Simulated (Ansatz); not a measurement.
Planning a run of Ansatz 0.2.0 on GaGeTe (layers cut from the bulk crystal). The input:

```yaml
crystal:
  lattice:
    - [4.0721207881, 0.0, 0.0]
    - [-2.0360603941, 3.5265600498, 0.0]
    - [0.0, 0.0, 39.7]
  atoms:
    - { symbol: Te, position: [0.8863649167, 0.7727298333, 0.396238935] }
    - { symbol: Ga, position: [0.21969825, 0.4393965, 0.4283536047] }
    - { symbol: Ge, position: [0.21969825, 0.4393965, 0.4898808998] }
    - { symbol: Ge, position: [0.5530315833, 0.1060631667, 0.5101191002] }
    - { symbol: Ga, position: [0.5530315833, 0.1060631667, 0.5716463953] }
    - { symbol: Te, position: [0.8863649167, 0.7727298333, 0.603761065] }
  periodic: [true, true, false]
kpoints:
  mp_grid: { grid: [6, 6, 1] }
hamiltonian:
  xc: pbe
  pseudopotentials: { kind: paw, azcp: { folder: soft_1 } }
scf:
  occupations: { method: fixed }
gw:
  n_empty_bands: 315
  ecut_chi: 39.0
  qp_bands: [v2, c2]
  qp_kpoints: band_edges
  screening: { model: godby_needs }
```

```sh
ansatz run input.yaml --threads 4 --pin off --max-ram 17510MiB --backend cpu --events-out ev --progress --plain --runs-dir out
```

Question: Estimate wall time and host memory on 4 threads of Arm Neoverse V1, shared host.

It took 3.1 min; on shared hardware allow 93 s to 6.2 min. Peak host memory was 3.0 GiB. The sizes that set the cost: 11125 plane waves a state, 7 irreducible k points, 358 bands summed, 305 plane waves in the screening and 10 SCF cycles.

The screening grows as filled bands × empty bands × pairs of k points, times the square of the screening basis for the matrix.

[Paths, hosts, dates, memory and timing lines, banners, echoed tables and standing remarks are left out of the program output.]

[Logs are printed without paths, hosts, clocks, repeated set-up lines and the standing remarks that a program may print on its own settings, such as how far it seeks lower states.]

[Runs of the session that timed out or met a known fault of the program may be left out.]

[Cells called generated may have been cut or substituted from an entry of the Crystallography Open Database or the Materials Project.]

[Hosts, paths, dates, database ids (printed as entryN), source tags and the programs' standing remarks are cut or masked in the printed files.]
